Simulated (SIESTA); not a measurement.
The system is Cu.

```
Cu
1.0
    -1.44279    1.44279    1.37608
     1.44279   -1.44279    1.37608
     1.44279    1.44279   -1.37608
Cu
1
Cartesian
  0.0000 0.0000 0.0000
```

This isn't the form of Cu at room conditions, which is fcc.

```yaml
Program: SIESTA 5.4.2
Task: single point
Functional: PBEsol
Potentials_or_basis: PseudoDojo 0.4 standard (PBEsol files)
Basis: DZP (energy shift 0.003 Ry; two zetas on semicore shells)
Grid_cutoff: 800 Ry
Energy_shift: 0.003 Ry
k_mesh: 13 × 13 × 13
Occupations: fermi-dirac, width 0.05 eV
Spin: no spin polarisation
```

On this cell: pressure -2.1 GPa; band gap on the k mesh none (metal or under the smearing width).

The same run follows on a disturbed copy (cell strained at random at fixed volume):

```
CELL_PARAMETERS angstrom
-1.41080 1.44162 1.36674
1.39194 -1.45455 1.36053
1.46098 1.50473 -1.38030
ATOMIC_POSITIONS crystal
Cu 0.01879 0.00286 0.01439
```

Task: What changes?

Result: The energy (extrapolated to zero smearing) moves by +6.0 meV/atom; pressure -1.9 GPa; band gap on the k mesh none (metal or under the smearing width).

Stress tensor (GPa, compression positive):
```
-3.16 -4.68  1.45
-4.68 -1.24  1.01
 1.45  1.01 -1.23
```

Caveats: short orbitals over semicore shells can move pressures by several GPa; the basis of atomic orbitals isn't converged, which shifts pressures, moduli and gaps.
